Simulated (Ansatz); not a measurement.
Runs of Ansatz 0.2.0 on In. Symmetry: I4/mmm, No. 139, tetragonal system. The conventional cell has a = 3.251 Å, b = 3.251 Å, c = 4.947 Å, α = 90.00°, β = 90.00°, γ = 90.00°. In (site symmetry 4/mmm) has 12 In at 3.25 to 3.38 Å as nearest neighbours. 

```tsv
task	level	spin	cell	k mesh	smearing	points for each segment of the path	gap on the mesh (eV)	pressure (GPa)	relaxed volume (Å³/atom)
band structure	LDA	off	as given	11 × 11 × 11	fermi-dirac 0.05 eV	14	none	(a)	-
band structure	PBE	off	as given	11 × 11 × 11	fermi-dirac 0.05 eV	14	none	2.0	-
band structure	PBEsol	SOC, no magnetisation	as given	8 × 8 × 8	fermi-dirac 0.05 eV	14	none	-1.1	-
relaxation of cell and atoms	PBE	off	relaxed	11 × 11 × 11	fermi-dirac 0.05 eV	-	none	0.0	27.41
band structure	revPBE	off	as given	11 × 11 × 11	fermi-dirac 0.05 eV	14	none	3.3	-
single point	PBE	off	as given	11 × 11 × 11	gaussian 0.011 eV	-	none	2.0	-
relaxation of cell and atoms	PBEsol	off	relaxed	11 × 11 × 11	fermi-dirac 0.05 eV	-	none	0.0	25.54
relaxation of cell and atoms	LDA	off	relaxed	11 × 11 × 11	fermi-dirac 0.05 eV	-	none	0.0	(b)
```

Alike in all rows: potentials or basis Ansatz PAW; cutoff (eV) 420.

Question: Estimate the missing entries.

Answer: (a) -2.5; (b) 24.58.

Caveats: the PAW data sets come from PBE, with cores solved anew for the run's functional, which leaves a small shift of forces and pressure (some runs); spin-orbit coupling is left out, which moves the levels of the heavy elements (some runs); the plane-wave basis is chosen anew once the cell has moved, so the energies of steps on either side of that aren't comparable (some runs).

A k mesh can miss the band edges, and rows without SOC leave out spin-orbit coupling on In.

A gap of «none» marks a metal or a gap under the smearing width.
